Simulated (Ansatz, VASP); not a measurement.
MgS in VASP and in Ansatz

Contents of INCAR:

```
PREC = Accurate ; ENCUT = 520
EDIFF = 1E-7 ; ISMEAR = 0
SIGMA = 0.01 ; LREAL = F
LASPH = T ; NELM = 60
ALGO = Normal ; ISIF = 2
LWAVE = F ; LCHARG = F
GGA = CA ; NBANDS = 11
```

Contents of KPOINTS:

```
Automatic mesh
0
Gamma
  8 8 8
```

POSCAR

```
MgS
1.0
    2.5449609130      2.5449609130      0.0000000000
   -2.5449609130      2.5449609130      0.0000000000
    0.0000000000      2.5449609130      2.5449609130
Mg S
1 1
Direct
    0.0000000000      0.0000000000      0.0000000000
    0.5000000000      0.5000000000      0.0000000000
```

Input for Ansatz:

```yaml
crystal:
  lattice:
    - [2.54496091305, 2.54496091305, 0.0]
    - [-2.54496091305, 2.54496091305, 0.0]
    - [0.0, 2.54496091305, 2.54496091305]
  atoms:
    - { symbol: Mg, position: [0.0, 0.0, 0.0] }
    - { symbol: S, position: [0.5, 0.5, 0.0] }
kpoints:
  mp_grid: { grid: [8, 8, 8] }
scf:
  occupations: { method: fixed }
  convergence: { dr2_threshold: 1.0e-10 }
hamiltonian:
  xc: lda
  pseudopotentials: { kind: all_electron, lapw: { basis_error: 0.0005 } }
output:
  forces: true
  stress: true
  eigenstates:
    kpoints:
      - [0.0, 0.0, 0.0]
      - [-0.5, 0.5, 0.0]
      - [-0.5, -0.5, -0.5]
      - [0.0, 0.0, -0.5]
      - [0.0, -0.5, -0.5]
      - [0.0, 0.5, 0.0]
      - [-0.5, 0.0, 0.0]
      - [-0.5, 0.0, -0.5]
  eigenvalues: true
```

Alike in both runs: task single point; functional LDA; k mesh 8 × 8 × 8; no spin polarisation.

|  | VASP | Ansatz |
| --- | --- | --- |
| version | VASP 6.6.1 | Ansatz 0.2.0 |
| potentials or method | VASP PAW LDA potentials, release 64 (Mg, S) | all-electron LAPW, scalar-relativistic |
| plane-wave cutoff (eV) | 520 | see its input |
| occupations | gaussian, width 0.01 eV | fixed |

|  | VASP | Ansatz | Ansatz less VASP |
| --- | --- | --- | --- |
| gap on the k mesh at the Fermi level (eV) | 2.70 | 2.70 | 0.000 |
| pressure (GPa) | 1.4 | 2.0 | +0.64 |

Ansatz ran all-electron here, so the differences hold the error of VASP's frozen core and of both bases.

A k mesh can miss the band edges.
